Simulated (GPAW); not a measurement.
MnO:

```
CELL_PARAMETERS angstrom
0.00000 2.22391 2.22391
2.22391 0.00000 2.22391
2.22391 2.22391 0.00000
ATOMIC_POSITIONS crystal
Mn 0.00000 0.00000 0.00000
O 0.50000 0.50000 0.50000
```

The cell is a database's computed one.

Base run:

```yaml
Program: GPAW 26.7.0
Functional: PBEsol
Potentials_or_basis: PAW data sets generated in the run's folder for this functional
Cutoff: 800 eV
Basis: pw
k_mesh: 10 × 10 × 10
Occupations: fermi-dirac, width 0.05 eV
Spin: collinear spin, ferromagnetic start
Starting_moments: "[4.0, 0.0] μB"
Hubbard_terms: Mn d U = 8 eV
```

Its results: pressure 6.1 GPa; net moment 5.00 μB per cell; site moments Mn +4.62; O +0.08 μB.

The run is repeated on the same cell with these changes: hubbard terms from Mn d U = 8 eV to Mn d U = 4 eV. What comes out?

Pressure 3.5 GPa; net moment 5.00 μB per cell; site moments Mn +4.52; O +0.13 μB.

Caveats: a cell with one magnetic atom can't hold antiferromagnetic order, which such compounds often take.
